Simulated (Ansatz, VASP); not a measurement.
# SiC (Moissanite) in two plane-wave programs, part 3 of 3

One calculation is typed for both programs; each brings its own data sets and cutoff. How far apart do they land? The cell is taken from a series of VASP runs on this material, whose earlier steps may have relaxed, scaled or displaced it; both programs get it as it stands. Other levels of theory on this material are compared in a session of their own.

VASP 6.6.1 and Ansatz 0.2.0.

So far: Starting point; Ansatz: dielectric response, LDA; VASP: dielectric response, LDA; Side by side.

## Step 5: Ansatz: single point, LDA

Level of this step: Ansatz beside VASP: Kohn-Sham DFT, plane waves, LDA (Ansatz).

With cell and atoms fixed, the geometry can't cause a difference; cores, projectors, grids and the points listed under the comparison can.

The cell is taken from a series of VASP runs on this material, whose earlier steps may have relaxed, scaled or displaced it; both programs get it as it stands.

input.yaml reads:

```yaml
crystal:
  lattice:
    - [3.076, 0.0, 0.0]
    - [-1.538, 2.663894142, 0.0]
    - [0.0, 0.0, 5.048]
  atoms:
    - { symbol: Si, position: [0.6666666667, 0.3333333333, 0.5] }
    - { symbol: Si, position: [0.3333333333, 0.6666666667, 0.0] }
    - { symbol: C, position: [0.6666666667, 0.3333333333, 0.885] }
    - { symbol: C, position: [0.3333333333, 0.6666666667, 0.385] }
hamiltonian:
  xc: lda
  pseudopotentials: { kind: paw }
kpoints:
  mp_grid: { grid: [4, 4, 2] }
scf:
  occupations: { method: gaussian, width: 0.01 }
  n_extra_bands: 5
output:
  forces: true
  stress: true
  eigenvalues: true
```

Launch:

```bash
> ansatz run input.yaml --threads 2 --pin off --max-ram 4608MiB --backend cpu --events-out ev --progress --plain --runs-dir out
```

Numbers of over 12 decimals in the logs are rounded to 6 here.

The log of the run:

```text
[...]
Crystal: 4 atoms, lattice volume = 41.364 Å³
Basis set: ecut = 420 eV, 785 PW (Γ)
Bands: 13, of which v1, the nominal top of the filled ones, is band 8 counted from 1 (7 counted from 0)
Symmetry: 12 space group operations
[...]
k-points: 8 of 32
[...]
k-point 0: bands = [... 4 lower, 8.0170, 9.3001, 9.3001, 9.5685, 14.1281, 15.5811, 15.9501, 15.9501, ... 1 higher]
  k-point 1: bands = [... 4 lower, 8.6077, 8.6077, 8.6077, 8.6077, 15.1938, 15.1938, 16.6219, 16.6219, ... 1 higher]
  k-point 2: bands = [... 4 lower, 6.3813, 6.8155, 8.6349, 8.6771, 13.3390, 15.1870, 16.4888, 17.1546, ... 1 higher]
  k-point 7: bands = [... 4 lower, 4.7024, 4.7024, 7.4769, 7.4769, 14.1375, 14.1375, 16.1805, 16.1805, ... 1 higher]
[key lines of the parts left out:]
SCF converged after 6 iterations
Free energy (F): -1704.225972 eV
Fermi energy:    10.805061 eV
P = ⅓ Tr σ = -3.7580 GPa (-37.580 kbar)
```

It took 0.34 s on 2 threads of Arm Neoverse V2, shared host; peak memory 0.25 GiB.

The run ends at a pressure of -3.76 GPa, with forces up to 0.66 eV/Å.

## Step 6: VASP: single point, LDA

The same cell, functional (in two slightly different forms), mesh and smearing now go to VASP, with its own data sets and cutoff.

INCAR reads:

```
SYSTEM = SiC
PREC = Accurate
ENCUT = 440
EDIFF = 1E-08
NELM = 100
ISMEAR = 0
SIGMA = 0.01
LREAL = .FALSE.
ALGO = Normal
GGA = CA
NBANDS = 14
LORBIT = 11
LWAVE = .TRUE.
LCHARG = .FALSE.
KPAR = 4
```

POSCAR reads:

```
SiC
1.0
    3.0760000000      0.0000000000      0.0000000000
   -1.5380000000      2.6638941420      0.0000000000
    0.0000000000      0.0000000000      5.0480000000
Si C
2 2
Direct
    0.6666666667      0.3333333333      0.5000000000
    0.3333333333      0.6666666667      0.0000000000
    0.6666666667      0.3333333333      0.8850000000
    0.3333333333      0.6666666667      0.3850000000
```

KPOINTS reads:

```
Automatic mesh
0
Gamma
4 4 2
0 0 0
```

Potentials, in the order of the species: Si_GW and C_GW (LDA family, release 64).

Launch:

```bash
> mpirun -np 8 vasp_std
```

The log of the run:

```text
[banner, memory and clock lines left out]
running    8 mpi-ranks, on    1 nodes
[...]
[... a notice as in an earlier step ...]

 LDA part: xc-table for (Slater(with rela. corr.)+CA(PZ))
 , standard interpolation
 POSCAR, INCAR and KPOINTS ok, starting setup
[...]
entering main loop
       N       E                     dE             d eps       ncg     rms          rms(c)
DAV:   1     0.335944357696E+02    0.33594E+02   -0.67194E+03   254   0.926E+02
DAV:   2    -0.340929545509E+02   -0.67687E+02   -0.61181E+02   366   0.209E+02
DAV:   3    -0.372260222175E+02   -0.31331E+01   -0.31026E+01   296   0.421E+01
DAV:   4    -0.373355866326E+02   -0.10956E+00   -0.10940E+00   366   0.951E+00
[...]
DAV:  12    -0.331121877433E+02    0.97256E-06   -0.14010E-05   326   0.334E-02    0.290E-03
DAV:  13    -0.331121874695E+02    0.27378E-06   -0.10318E-06   376   0.818E-03    0.571E-04
DAV:  14    -0.331121874760E+02   -0.64636E-08   -0.53528E-08   290   0.187E-03
   1 F= -.33112187E+02 E0= -.33112187E+02  d E =-.108947E-29
 writing wavefunctions
```

Parts of OUTCAR (step 6):

```text
  Total       -0.7985657     -0.7985657     -1.9876869      0.0000000      0.0000000      0.0000000
  in kB      -30.9313317    -30.9313317    -76.9902824      0.0000000      0.0000000      0.0000000
  external PRESSURE =     -46.2843153 kB  Pullay stress =       0.0000000 kB

 POSITION                                       TOTAL-FORCE (eV/Angst)
 -----------------------------------------------------------------------------------
      1.53800      0.88796      2.52400         0.000000     -0.000000      0.666996
     -0.00000      1.77593      0.00000        -0.000000      0.000000      0.666996
      1.53800      0.88796      4.46748         0.000000     -0.000000     -0.666996
     -0.00000      1.77593      1.94348         0.000000      0.000000     -0.666996
 -----------------------------------------------------------------------------------
    total drift:                                0.000000      0.000000     -0.000167

  FREE ENERGIE OF THE ION-ELECTRON SYSTEM (eV)
  ---------------------------------------------------
  free  energy   TOTEN  =       -33.1121874760 eV

  energy  without entropy=      -33.1121874760  energy(sigma->0) =      -33.11218748

[... 3 further parts left out ...]
[key lines of the parts left out:]
E-fermi :   8.1405
```

The run ends at a pressure of -4.63 GPa, with forces up to 0.67 eV/Å.

## Step 7: Side by side

What differs besides the data sets and the points named for the pairs above, as far as they apply: the cutoff is 420 eV in Ansatz and 440 eV in VASP. Total energies have different zeros and are not compared.

Compared:

```tsv
quantity	Ansatz	VASP	difference
gap on the k mesh (eV)	2.473	2.465	+0.008
```

Forces (eV/Å; atoms numbered as in POSCAR):

```tsv
atom	Ansatz x, y, z	VASP x, y, z
Si1	0.000, 0.000, 0.662	0.000, 0.000, 0.667
Si2	0.000, 0.000, 0.662	0.000, 0.000, 0.667
C3	0.000, 0.000, -0.662	0.000, 0.000, -0.667
C4	0.000, 0.000, -0.662	0.000, 0.000, -0.667
```

The forces differ by 2.7 meV/Å r.m.s., which is 0.7 % of the r.m.s. force of 0.39 eV/Å (both taken over all components). Not compared: the pressure (VASP's GW data sets at this cutoff don't carry it). A gap on the mesh is an upper bound, since the band edges may lie between its points.

## Step 8: Results

```
difference in ε∞ xx (dielectric response, LDA) : -0.031 %
r.m.s. force difference (single point, LDA)    : 0.70 % of the r.m.s. force
```

**Reading.** The r.m.s. force difference is 0.70 % of the r.m.s. force (single point, LDA), within the 3 % picked in this series as the mark of a large difference. VASP's data sets differ among the pairs, so a change from pair to pair isn't the functional's or the coupling's alone. 3 further runs of this series are not shown here. Such differences can come from data sets, numerical settings and the points named under the comparisons, not from the functional's error against experiment.

[Lines on the potential files, build, host, timing and source positions are cut from VASP's logs without a mark.]

[Logs are printed without paths, hosts, clocks, repeated set-up lines and the standing remarks that a program may print on its own settings, such as how far it seeks lower states.]

[Hosts, paths, dates, database ids (printed as entryN), source tags and the programs' standing remarks are cut or masked in the printed files.]
